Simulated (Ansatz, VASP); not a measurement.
# One calculation of V, two programs

INCAR

```
PREC = Accurate
ENCUT = 520
EDIFF = 1E-6
ISMEAR = -1
SIGMA = 0.1
LREAL = F
LASPH = T
NELM = 100
ALGO = Normal
ISIF = 2
LWAVE = F
LCHARG = T
GGA = RP
LELF = T
LVHAR = T
NBANDS = 20
```

File KPOINTS:

```
Automatic mesh
0
Gamma
  15 15 8
```

The input POSCAR:

```
V
1.0
    2.6734723204      0.0000000000      0.0000000000
   -1.3367361602      2.3152949458      0.0000000000
    0.0000000000      0.0000000000      4.7739588365
V
2
Direct
    0.3333333333      0.6666666667      0.2500000000
    0.6666666667      0.3333333333      0.7500000000
```

Input for Ansatz:

```yaml
crystal:
  lattice:
    - [2.6734723204, 0.0, 0.0]
    - [-1.3367361602, 2.3152949458, 0.0]
    - [0.0, 0.0, 4.7739588365]
  atoms:
    - { symbol: V, position: [0.3333333333, 0.6666666667, 0.25] }
    - { symbol: V, position: [0.6666666667, 0.3333333333, 0.75] }
hamiltonian:
  xc: rpbe
  pseudopotentials:
    kind: paw
    azcp:
      V: "pseudopotentials/V.paw.azcp"
basis:
  ecutwfc: 420
  fft_grid_basis: typed
kpoints:
  mp_grid: { grid: [15, 15, 8], shift: [0, 0, 0] }
magnetization:
  spin_polarized: false
scf:
  occupations: { method: fermi_dirac, width: 0.1 }
  lower_state_search: "off"
output:
  stress: true
```

Alike in both runs: task single point; functional RPBE; k mesh 15 × 15 × 8; occupations fermi-dirac, width 0.1 eV; no spin polarisation.

|  | VASP | Ansatz |
| --- | --- | --- |
| version | VASP 6.6.1 | Ansatz 0.2.0 |
| potentials or method | VASP PAW PBE potentials, release 64 (V_sv) | plane waves (420 eV) with PAW, scalar-relativistic |
| plane-wave cutoff (eV) | 520 | 420 |
| valence electrons in the cell | 26 | 26 |

Ansatz gave:

```
pressure (GPa)                                  : -5.8
largest component of the traceless stress (GPa) : 0.09
```

Q: What did VASP give for the same quantities?

A: Pressure (GPa): -5.6; largest component of the traceless stress (GPa): 0.09.

Caveats: the PAW data sets were made with another functional, which shifts forces and pressure a little (VASP).
